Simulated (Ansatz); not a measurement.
W:

```xyz
1
Lattice="0.0000 2.0300 2.0300 2.0300 0.0000 2.0300 2.0300 2.0300 0.0000" Properties=species:S:1:pos:R:3 pbc="T T T"
W     0.0000    0.0000    0.0000
```

This isn't the form of W at room conditions, which is bcc.

| Quantity | Value |
| --- | --- |
| Program | Ansatz 0.2.0 |
| Task | relaxation of cell and atoms |
| Functional | r2SCAN |
| Dispersion | D3(BJ) |
| Potentials or basis | Ansatz PAW |
| Cutoff | 500 eV (not typed: the program's choice for these potentials) |
| k mesh | 11 × 11 × 11 |
| Occupations | fermi-dirac, width 0.05 eV |
| Spin | no spin polarisation |

At the start: volume 16.73 Å³/atom.

Problem. Where does the relaxation end?

Solution. It ends after 5 steps and the volume is 16.02 Å³/atom (-4.3 %); space group Fm-3m (No. 225, to 0.05 Å).

The path:
| step | energy change (eV) | largest force (eV/Å) | volume (Å³) |
| --- | --- | --- | --- |
| 1 | 0.0000 | 0.0000 | 16.73 |
| 2 | -0.0282 | 0.0000 | 16.14 |
| 3 | -0.0291 | 0.0000 | 16.01 |
| 4 | -0.0291 | 0.0000 | 16.02 |
| 5 | -0.0287 | 0.0000 | 16.02 |

Final structure:
```yaml
crystal:
  lattice:
    - [0.00000, 2.00072, 2.00072]
    - [2.00072, 0.00000, 2.00072]
    - [2.00072, 2.00072, 0.00000]
  atoms:
    - { symbol: W, position: [0.00000, 0.00000, 0.00000] }
```

Caveat: the plane-wave basis is chosen anew once the cell has moved, so the energies of steps on either side of that aren't comparable; pairwise dispersion overbinds metals, which lowers pressure and volume; the PAW data sets come from PBE, with cores solved anew for the run's functional, which leaves a small shift of forces and pressure; the dispersion damping was fitted for another functional or another form of the correction.
